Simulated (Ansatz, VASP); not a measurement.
# AgCl: VASP beside Ansatz

```
CELL_PARAMETERS angstrom
3.43397 0.00000 0.00000
0.00000 3.43397 0.00000
0.00000 0.00000 3.43397
ATOMIC_POSITIONS crystal
Ag 0.00000 0.00000 0.00000
Cl 0.50000 0.50000 0.50000
```

Measurements of this composition are mostly on another form, of space group No. 225.

Alike in both runs: task relaxation of cell and atoms; functional revPBE; k mesh 8 × 8 × 8; occupations tetrahedron; no spin polarisation.

|  | VASP | Ansatz |
| --- | --- | --- |
| version | VASP 6.6.1 | Ansatz 0.2.0 |
| potentials or method | VASP PAW PBE potentials, release 64 (Ag_GW, Cl_GW) | Ansatz PAW |
| plane-wave cutoff (eV) | 630 | 420 |
| valence electrons in the cell | 18 | 26 |

```csv
,VASP,Ansatz,Ansatz less VASP
"gap on the k mesh at the Fermi level, each at its own relaxed structure (eV)",0.69,0.69,+0.004
relaxed volume (Å³/atom),21.29,21.35,+0.058
relaxed cell length with the largest relative difference (Å),3.492,3.495,+0.0032
energy change over the relaxation (meV/atom),-7,-7,-0.4
```

The two sets of potentials don't hold the same shells in valence.

Caveats: the PAW data sets were made with another functional, which shifts forces and pressure a little (VASP); the plane-wave basis is chosen anew once the cell has moved, so the energies of steps on either side of that aren't comparable (Ansatz); the PAW data sets come from PBE, with cores solved anew for the run's functional, which leaves a small shift of forces and pressure (Ansatz); with tetrahedron occupations forces and stress needn't match the slope of the energy (Ansatz). As with any semilocal functional, this revPBE gap is likely too small. A k mesh can miss the band edges.
